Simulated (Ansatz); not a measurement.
# BN under changes of volume

One of the cells (8.249 Å³/atom); the others are scaled copies at fixed shape and fractional positions:

```
N B
1.0
     2.50804    0.00000    0.00000
    -1.24671    2.17623    0.00000
    -0.63067   -1.08812    3.02254
N B
1 1
Cartesian
  0.6410 -0.3484 2.9772
  1.2297 2.1384 0.0055
```

The cell comes from a database or a generator and needn't be the stable form of this composition.

```yaml
Program: Ansatz 0.2.0
Functional: PBEsol
Potentials_or_basis: all-electron LAPW, scalar-relativistic
Cutoff: 559 eV (chosen from the basis error)
Basis_error_allowed: 0.001 eV/atom
k_mesh: 13 × 13 × 9
Occupations: fermi-dirac, width 0.05 eV
Spin: no spin polarisation
```

| volume (Å³/atom) | energy over the lowest point (meV/atom) | pressure (GPa) | gap on the mesh (eV) | largest force (eV/Å) |
| --- | --- | --- | --- | --- |
| 7.754 | 32.30 | 20.2 | 2.67 | 3.144 |
| 7.919 | 15.05 | 13.4 | 2.68 | 3.002 |
| 8.084 | 4.48 | 7.2 | 2.70 | 2.867 |
| 8.249 | 0.00 | 1.6 | 2.71 | 2.740 |
| 8.414 | 1.08 | -3.6 | 2.72 | 2.619 |
| 8.579 | 7.24 | -8.3 | 2.73 | 2.505 |
| 8.744 | ? | ? | ? | ? |

Question: What does the run at 8.744 Å³/atom give?

Answer: Energy over the lowest point 18.04 meV/atom; pressure -12.6 GPa; gap on the mesh 2.74 eV; largest force 2.397 eV/Å.

Worked out: A Birch-Murnaghan fit of order 3 (a polynomial in V^(-2/3)) to the other rows has its minimum at 8.30 Å³/atom with B0 = V·E''(V) = 264 GPa and B' = 3.6 at fixed shape and positions, which overstates the stiffness. It gives 18.04 meV/atom at 8.744 Å³/atom, against the run's 18.04, and -dE/dV = -12.6 GPa, against -12.6. A straight line through the other rows of the gap, of slope 0.608 eV per unit of ln V, extrapolates to 2.74 eV, against the run's 2.74.

Energies are extrapolated to zero smearing.

Caveats: an odd mesh through Γ misses points on the zone boundary, where band edges often lie; forces of over 1 eV/Å show positions far from the minimum, so gaps and moduli don't describe the material at rest.
